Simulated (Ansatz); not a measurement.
## P (P2_1)

Computed with DFT PBE, scalar-relativistic, plane waves, PAW in Ansatz.

Cutoff 420 eV; k points 6×2×6 on the computed 12-atom cell (Γ-centred); Gaussian smearing, width 0.02 eV; no spin polarisation.

The structure is relaxed at this level of theory with its symmetry kept, and needn't be the ground state of this composition.

```yaml
crystal:
  lattice:
    - [4.67058, 0.00000, 0.00052]
    - [0.00000, 12.92143, 0.00000]
    - [-0.43868, 0.00000, 4.65585]
  atoms:
    - { symbol: P, position: [0.54944, 0.88251, 0.11220] }
    - { symbol: P, position: [0.13514, 0.38178, 0.19865] }
    - { symbol: P, position: [0.86486, 0.88178, 0.80135] }
    - { symbol: P, position: [0.45056, 0.38251, 0.88780] }
    - { symbol: P, position: [0.86347, 0.61839, 0.30126] }
    - { symbol: P, position: [0.45206, 0.11763, 0.38779] }
    - { symbol: P, position: [0.54794, 0.61763, 0.61221] }
    - { symbol: P, position: [0.13653, 0.11839, 0.69874] }
    - { symbol: P, position: [0.80177, 0.99915, 0.44916] }
    - { symbol: P, position: [0.19823, 0.49915, 0.55084] }
    - { symbol: P, position: [0.19984, 0.00107, 0.05109] }
    - { symbol: P, position: [0.80016, 0.50107, 0.94891] }
```

| Item | Value |
| --- | --- |
| Space group | P2_1 (No. 4) |
| Volume per atom | 23.42 Å³ |
| Energy over the standard state (uncorrected) | +0.191 eV/atom |
| Kohn–Sham band gap | 0.68 eV |
| Orbital (Löwdin) character of the top 1 eV of the valence band | P 3p 87 %, P 3s 10 % |
| Orbital (Löwdin) character of the lowest 1 eV of the conduction band | P 3p 78 %, P 3s 13 %, unprojected 9 % |

The cell holds layers, chains or molecules and no dispersion correction was added, so their binding is poorly described.

Another cell of P relaxed alike, in P6_3/mmc, lies 180 meV/atom lower, so this cell isn't the stable form at this level.

The cell was found from a structure generator's guess, not taken from experiment. Kohn–Sham gaps at this level usually fall short of measured ones. Löwdin shares on free-atom orbitals overweight diffuse shells in the empty bands.
